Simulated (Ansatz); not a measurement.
**SiC: deformation potentials from a series**

```xyz
4
Lattice="3.0760 0.0000 0.0000 -1.5380 2.6639 0.0000 0.0000 0.0000 5.0480" Properties=species:S:1:pos:R:3 pbc="T T T"
Si    0.0000    1.7759    0.0000
Si    1.5380    0.8880    2.5240
C     0.0000    1.7759    1.9435
C     1.5380    0.8880    4.4675
```

Atoms are numbered in the order listed.

The geometry is COD entry 9008875, unchecked; take it as a test cell.

Level of theory: Ansatz 0.2.0, DFT, PBEsol, all-electron LAPW, scalar-relativistic.

Numerical set-up: a Γ-centred 15×15×8 k mesh, Fermi–Dirac smearing of 0.08 eV, basis error target 1 meV/atom, no spin polarisation.

The strain is applied along the Cartesian axes of the cell as listed (the other components stay zero). Fractional coordinates are held (clamped ions).

Only quantities that a quadratic follows smoothly over the whole series are listed; rougher ones are left out.

```tsv
εzz	direct gap at Γ (eV)
-0.0300	4.216
-0.0100	4.448
0.0000	4.563
0.0100	4.676
0.0200	4.789
0.0300	4.899
```

(1) Fit the series and give the slopes at zero strain.

(2) One run, at εzz = -0.0200, is withheld. Predict its row.

Answers

(1) Least-squares fits y = p0 + p1 x + p2 x² to the rows give direct gap at Γ (eV): p1 = 11.4, p2 = -5.8.

(2) The fits give 4.333; the run gave 4.333.
